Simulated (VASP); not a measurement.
# Y (P6/mmm) in VASP: further runs

The runs below take Y through single point, with LDA.

All numbers are computed with VASP 6.6.1; they aren't measurements. Logs are shortened: lines on timing, memory, paths and dates and some standing lists are left out, and cuts for length are marked.

## Step 1: Starting point

It takes space group P6/mmm (No. 191, hexagonal). The conventional cell has a = 5.476 Å, b = 5.476 Å, c = 3.409 Å, α = 90.00°, β = 90.00°, γ = 120.00°. Around Y (site symmetry 6/mmm) lie 14 Y at 3.41 to 3.59 Å. Y (site symmetry -6m2) has 11 Y at 3.16 to 3.59 Å as nearest neighbours.

This isn't the form of Y at room conditions, which is hcp.

## Step 2: Single point, LDA

INCAR reads:

```
SYSTEM = Y
  ALGO = Fast
  EDIFF = 1E-6
  ENCUT = 520
  GGA = CA
  ISIF = 2
  ISMEAR = -1
  LASPH = .True.
  LCHARG = .True.
  LELF = .True.
  LREAL = .False.
  LVHAR = .True.
  LWAVE = .False.
  NBANDS = 24
  NELM = 100
  PREC = Accurate
  SIGMA = 0.1
```

KPOINTS reads:

```
k-points
0
Gamma
  9 9 12
  0 0 0
```

POSCAR reads:

```
Y
1.0
    5.4761355907      0.0000000000      0.0000000000
   -2.7380677953      4.7424725361      0.0000000000
    0.0000000000      0.0000000000      3.4094713393
Y
3
Direct
    0.0000000000      0.0000000000      0.0000000000
    0.3333333333      0.6666666667      0.5000000000
    0.6666666667      0.3333333333      0.5000000000
```

Potentials or basis: VASP PAW LDA potentials, release 64 (Y_sv).

Started as:

```bash
> cat potpaw_LDA.64/Y_sv/POTCAR > POTCAR
> mpirun -np 1 vasp_std > vasp.out
```

OUTCAR:

```text
SYSTEM = Y
   EDIFF = 1E-6
   ENCUT = 520
   GGA = CA
   ISIF = 2
   ISMEAR = -1
   LASPH = .True.
   LREAL = .False.
   NELM = 100
   PREC = Accurate

 ion  position               nearest neighbor table
   1  0.000  0.000  0.000-   2 3.59   3 3.59   2 3.59   3 3.59   2 3.59   2 3.59   3 3.59   3 3.59
                             3 3.59   3 3.59   2 3.59   2 3.59
   2  0.333  0.667  0.500-   3 3.16   3 3.16   3 3.16   1 3.59   1 3.59   1 3.59   1 3.59   1 3.59
                             1 3.59
   3  0.667  0.333  0.500-   2 3.16   2 3.16   2 3.16   1 3.59   1 3.59   1 3.59   1 3.59   1 3.59
                             1 3.59

  LATTYP: Found a hexagonal cell.
 ALAT       =     5.4761355907
 C/A-ratio  =     0.6226053542

  Lattice vectors:

 A1 = (   5.4761355907,   0.0000000000,   0.0000000000)
 A2 = (  -2.7380677953,   4.7424725361,   0.0000000000)
 A3 = (   0.0000000000,   0.0000000000,   3.4094713393)

Analysis of symmetry for initial positions (statically):
=====================================================================
 Subroutine PRICEL returns:
 Original cell was already a primitive cell.

 Routine SETGRP: Setting up the symmetry group for a
 hexagonal supercell.

 Subroutine GETGRP returns: Found 24 space group operations
 (whereof 24 operations were pure point group operations)
 out of a pool of 24 trial point group operations.

The static configuration has the point symmetry D_6h.

Analysis of symmetry for dynamics (positions and initial velocities):
=====================================================================
 Subroutine PRICEL returns:
 Original cell was already a primitive cell.

 Routine SETGRP: Setting up the symmetry group for a
 hexagonal supercell.

 Subroutine GETGRP returns: Found 24 space group operations
 (whereof 24 operations were pure point group operations)
 out of a pool of 24 trial point group operations.

The dynamic configuration has the point symmetry D_6h.

 Subroutine INISYM returns: Found 24 space group operations
 (whereof 24 operations are pure point group operations),
 and found     1 'primitive' translations

----------------------------------------------------------------------------------------

                                     Primitive cell

  volume of cell :      88.5454

  direct lattice vectors                    reciprocal lattice vectors
     5.476135591  0.000000000  0.000000000     0.182610526  0.105430236  0.000000000
    -2.738067795  4.742472536  0.000000000     0.000000000  0.210860473  0.000000000
     0.000000000  0.000000000  3.409471339     0.000000000  0.000000000  0.293300603

  length of vectors
     5.476135591  5.476135591  3.409471339     0.210860473  0.210860473  0.293300603

  position of ions in fractional coordinates (direct lattice)
     0.000000000  0.000000000  0.000000000
     0.333333333  0.666666667  0.500000000
     0.666666667  0.333333333  0.500000000

  ion indices of the primitive-cell ions
   primitive index   ion index
                 1           1
                 2           2
                 3           3

----------------------------------------------------------------------------------------

 KPOINTS: k-points

Automatic generation of k-mesh.
 Grid dimensions read from file:
 generate k-points for:    9    9   12

 Generating k-lattice:

  Cartesian coordinates                     Fractional coordinates (reciprocal lattice)
     0.020290058  0.011714471  0.000000000     0.111111111  0.000000000  0.000000000
     0.000000000  0.023428941  0.000000000     0.000000000  0.111111111  0.000000000
     0.000000000  0.000000000  0.024441717     0.000000000  0.000000000  0.083333333

  Length of vectors
     0.023428941  0.023428941  0.024441717

  Shift w.r.t. Gamma in fractional coordinates (k-lattice)
     0.000000000  0.000000000  0.000000000

 Subroutine IBZKPT returns following result:
 ===========================================

 Found     84 irreducible k-points:

 Following reciprocal coordinates:
            Coordinates               Weight
  0.000000  0.000000  0.000000      1.000000
  0.111111 -0.000000  0.000000      6.000000
  0.222222 -0.000000  0.000000      6.000000
  0.333333 -0.000000  0.000000      6.000000
  0.444444 -0.000000  0.000000      6.000000
  0.111111  0.111111  0.000000      6.000000
[... 16 lines left out ...]
  0.333333  0.222222  0.083333     24.000000
  0.333333  0.333333  0.083333      4.000000
 [... further k-points ...]
   k-points           NKPTS =     84   k-points in BZ     NKDIM =     84   number of bands    NBANDS=     24
   number of dos      NEDOS =    301   number of ions     NIONS =      3
   total plane-waves  NPLWV =  49392
   dimension x,y,z NGX =    42 NGY =   42 NGZ =   28
   dimension x,y,z NGXF=    84 NGYF=   84 NGZF=   56
   ions per type =               3
   NGX,Y,Z   is equivalent  to a cutoff of  12.75, 12.75, 13.65 a.u.
   NGXF,Y,Z  is equivalent  to a cutoff of  25.50, 25.50, 27.31 a.u.
 SYSTEM =  Y
   PREC   = accura    normal or accurate (medium, high low for compatibility)
   ISTART =      0    job   : 0-new  1-cont  2-samecut
   ICHARG =      2    charge: 1-file 2-atom 10-const
   ISPIN  =      1    spin polarized calculation?
   LNONCOLLINEAR =      F non collinear calculations
   LSORBIT =      F    spin-orbit coupling
   LASPH  =      T    aspherical Exc in radial PAW
   ENCUT  =  520.0 eV  38.22 Ry    6.18 a.u.  10.18 10.18  6.34*2*pi/ulx,y,z
   NELM   =    100;   NELMIN=  2; NELMDL= -5     # of ELM steps
   EDIFF  = 0.1E-05   stopping-criterion for ELM
   LREAL  =      F    real-space projection
   EDIFFG = 0.1E-04   stopping-criterion for IOM
   NSW    =      0    number of steps for IOM
   IBRION =     -1    ionic relax: 0-MD 1-quasi-New 2-CG
   NFREE  =      0    steps in history (QN), initial steepest desc. (CG)
   ISIF   =      2    stress and relaxation
   ISYM   =      2    0-nonsym 1-usesym 2-fastsym
   POTIM  = 0.5000    time-step for ionic-motion
   TEBEG  =    0.0;   TEEND  =   0.0 temperature during run
   PSTRESS=    0.0 pullay stress
   NELECT =      33.0000    total number of electrons
   NUPDOWN=      -1.0000    fix difference up-down
   EMIN   =  10.00;   EMAX   =-10.00  energy-range for DOS
   EFERMI =   0.00;   METHOD = LEGACY
   ISMEAR =    -1;   SIGMA  =   0.10  broadening in eV -4-tet -1-fermi 0-gaus
   EFERMI_NEDOS =   21; number of points for ismear=-14 and -15
   IALGO  =     68    algorithm
   IMIX   =      4    mixing-type and parameters
     AMIX     =   0.40;   BMIX     =  1.00
     AMIX_MAG =   1.60;   BMIX_MAG =  1.00
  volume/ion in A,a.u.               =      29.52       199.18
  Fermi-wavevector in a.u.,A,eV,Ry     =   1.178123  2.226330 18.884544  1.387975
  Thomas-Fermi vector in A             =   2.314458
   LORBIT       =      0    0 simple, 1 ext, 2 COOP (PROOUT), +10 PAW based schemes
   GGA     = CA    functional components
   LHFCALC =     F    Hartree Fock is set to
   AEXX    =    0.0000 exact exchange contribution
   IVDW    =     0    specifies the selected vdW correction
   LEPSILON=     F    determine dielectric tensor
   LRPA    =     F    only Hartree local field effects (RPA)
 non-spin polarized calculation
 RMM-DIIS sequential band-by-band and
  energy-cutoff  :      520.00
  volume of cell :       88.55
 maximum number of plane-waves:      2403
 NGX is ok and might be reduce to    42
   NGX = 21   NGY = 21   NGZ = 13

 number of electron      32.9999998 magnetization

 Free energy of the ion-electron system (eV)
  ---------------------------------------------------
  ext. energy  EPLUGINS =         0.00000000
  ---------------------------------------------------
  free energy    TOTEN  =       -20.77381302 eV

  energy without entropy =      -20.60170241  energy(sigma->0) =      -20.68775771

 E-fermi :   3.3164     XC(G=0): -10.0631

 val. band max:        3.3124824874   @ k =   0.3333  -0.0000   0.2500
 cond. band min:       3.3192513771   @ k =   0.4444   0.1111   0.3333
 fundamental gap:      0.0067688897
 Fermi energy:         3.3163793982

 k-point     1 :       0.0000    0.0000    0.0000
  band No.  band energies     occupation
      1     -38.9036      2.00000
      2     -38.7458      2.00000
      3     -38.7404      2.00000
      4     -19.3093      2.00000
      5     -19.3093      2.00000
      6     -19.0469      2.00000
[... 16 lines left out ...]
     23       6.3441      0.00000
     24       6.3716      0.00000

 k-point     2 :       0.1111   -0.0000    0.0000
  band No.  band energies     occupation
      1     -38.8987      2.00000
      2     -38.7469      2.00000
      3     -38.7444      2.00000
      4     -19.3383      2.00000
      5     -19.3183      2.00000
      6     -19.0115      2.00000
[... 16 lines left out ...]
     23       5.9911      0.00000
     24       6.0453      0.00000

 k-point     3 :       0.2222   -0.0000    0.0000
  band No.  band energies     occupation
      1     -38.8846      2.00000
      2     -38.7565      2.00000
      3     -38.7492      2.00000
      4     -19.3935      2.00000
      5     -19.3149      2.00000
      6     -18.9383      2.00000
[... 16 lines left out ...]
     23       5.9061      0.00000
     24       6.2707      0.00000
[... 514 lines left out ...]
 k-point    23 :       0.3333    0.2222    0.0833
  band No.  band energies     occupation
      1     -38.8300      2.00000
      2     -38.7962      2.00000
      3     -38.7567      2.00000
      4     -19.4096      2.00000
      5     -19.2166      2.00000
      6     -19.0567      2.00000
[... 16 lines left out ...]
     23       5.9582      0.00000
     24       6.4238      0.00000

 k-point    24 :       0.3333    0.3333    0.0833
  band No.  band energies     occupation
      1     -38.8122      2.00000
      2     -38.8122      2.00000
      3     -38.7586      2.00000
      4     -19.3929      2.00000
      5     -19.1576      2.00000
      6     -19.1576      2.00000
[... 16 lines left out ...]
     23       5.7876      0.00000
     24       6.1937      0.00000

 [... further k-points ...]

------------------------ aborting loop because EDIFF is reached ----------------------------------------

  FORCE on cell =-STRESS in cart. coord.  units (eV):
  Direction    XX          YY          ZZ          XY          YZ          ZX
  --------------------------------------------------------------------------------------
  -------------------------------------------------------------------------------------
  Total       -0.0646864     -0.0646864     -0.0478403     -0.0000000     -0.0000000      0.0000000
  in kB       -1.1704623     -1.1704623     -0.8656418     -0.0000000     -0.0000000      0.0000000
  external PRESSURE =      -1.0688554 kB  Pullay stress =       0.0000000 kB

 VOLUME and BASIS-vectors are now :
 -----------------------------------------------------------------------------
  energy-cutoff  :      520.00
  volume of cell :       88.55
      direct lattice vectors                 reciprocal lattice vectors
     5.476135591  0.000000000  0.000000000     0.182610526  0.105430236  0.000000000
    -2.738067795  4.742472536  0.000000000     0.000000000  0.210860473  0.000000000
     0.000000000  0.000000000  3.409471339     0.000000000  0.000000000  0.293300603

 POSITION                                       TOTAL-FORCE (eV/Angst)
 -----------------------------------------------------------------------------------
      0.00000      0.00000      0.00000        -0.000000      0.000000      0.000000
     -0.00000      3.16165      1.70474        -0.000000      0.000000      0.000000
      2.73807      1.58082      1.70474         0.000000      0.000000     -0.000000
 -----------------------------------------------------------------------------------
    total drift:                               -0.000000      0.000000     -0.000000

  FREE ENERGIE OF THE ION-ELECTRON SYSTEM (eV)
  ---------------------------------------------------
  free  energy   TOTEN  =       -20.7738130191 eV

  energy  without entropy=      -20.6017024057  energy(sigma->0) =      -20.68775771
```

Wall time 5.6 min (1 thread of Intel Xeon Platinum 8259CL at 2.50GHz (Skylake/Cascade Lake), shared host); peak memory 0.29 GiB.

What came out:

```yaml
Free_energy: -20.7738 eV
Pressure: -0.1 GPa
Band_gap_on_the_k_mesh: none (metal or under the smearing width)
```

(Part 1 of 2 ends here.)
